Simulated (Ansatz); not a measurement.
# MgO: pressure up to the limit of the methods

Aim: compress MgO (CsCl type) step by step, far beyond the usual range, and follow pressure and electronic structure. Methods of the runs shown: PAW. Its runs: cell relaxed at zero pressure (PAW); volume scaled by 1 (PAW); volume scaled by 0.94 (PAW); volume scaled by 0.88 (PAW); volume scaled by 0.8 (PAW); volume scaled by 0.72 (PAW); volume scaled by 0.64 (PAW); volume scaled by 0.55 (PAW and PAW (core large)).

Method: DFT PBE, with the methods named in each step, in Ansatz 0.2.0.

1 further run of the same task is left out (it didn't finish).

## 1. Starting point

Symmetry: Pm-3m, No. 221, cubic system. The conventional cell has a = 2.781 Å, b = 2.781 Å, c = 2.781 Å, α = 90.00°, β = 90.00°, γ = 90.00°. Around Mg (site symmetry m-3m) lie 8 O at 2.41 Å. Around O (site symmetry m-3m) lie 8 Mg at 2.41 Å.

Structure file:

```cif
data_structure
_symmetry_space_group_name_H-M 'P 1'
_symmetry_Int_Tables_number 1
_cell_length_a 2.7810
_cell_length_b 2.7810
_cell_length_c 2.7810
_cell_angle_alpha 90.000
_cell_angle_beta 90.000
_cell_angle_gamma 90.000
_cell_volume 21.51
loop_
_atom_site_label
_atom_site_type_symbol
_atom_site_fract_x
_atom_site_fract_y
_atom_site_fract_z
_atom_site_occupancy
Mg1 Mg 0.00000 0.00000 0.00000 1
O1 O 0.50000 0.50000 0.50000 1
```

Whether this phase is the stable one at these pressures isn't tested.

Atoms are numbered in the order of the input: Mg1, O2.

## 2. Cell relaxed at zero pressure, PAW

Input file input.yaml:

```yaml
crystal:
  lattice:
    - [2.7810396356, 0.0, 0.0]
    - [0.0, 2.7810396356, 0.0]
    - [0.0, 0.0, 2.7810396356]
  atoms:
    - { symbol: Mg, position: [0.0, 0.0, 0.0] }
    - { symbol: O, position: [0.5, 0.5, 0.5] }
kpoints:
  mp_grid: { grid: [15, 15, 15] }
scf:
  occupations: { method: fermi_dirac, width: 0.08 }
hamiltonian:
  xc: pbe
  pseudopotentials: { kind: paw }
output:
  forces: true
  stress: true
relax:
  f_tol: 0.005
  max_steps: 40
  cell: {}
```

Command:

```sh
ansatz run input.yaml --threads 1 --pin off --max-ram 2048MiB --backend cpu --events-out ev --progress --plain --runs-dir out
```

The runs that follow: Volume scaled by 1, PAW; Volume scaled by 0.94, PAW; Volume scaled by 0.88, PAW; Volume scaled by 0.8, PAW; Volume scaled by 0.72, PAW; Volume scaled by 0.64, PAW; Volume scaled by 0.55, PAW; Volume scaled by 0.55, PAW (core large).

Q: Predict the outcome of this session. Wanted: PAW pressure at 0.55 of the volume; PAW; fitted bulk modulus at zero pressure.

The runs gave:

```
                                       quantity      value
             PAW pressure at 0.55 of the volume  281.2 GPa
PAW (core large) pressure at 0.55 of the volume  281.2 GPa
     fitted bulk modulus at zero pressure (PAW)    139 GPa
                        its pressure derivative       4.04
```

At 0.55 of the starting volume PAW gives 281 GPa. One third-order Birch-Murnaghan curve follows these points (B₀ = 139 GPa, B′ = 4.04, misfit at most 0.19 GPa). A fit over so wide a range leans to the high pressures, so B₀ can be off by several per cent. The gap goes from 2.27 to 7.07 eV. No all-electron run checks these rows here, and frozen cores can fail under such compression. The ions are at rest, and the electrons smeared by 0.08 eV.

The gaps are Kohn-Sham values of a semilocal functional, not quasiparticle or optical gaps. Such gaps usually fall short of the measured ones.
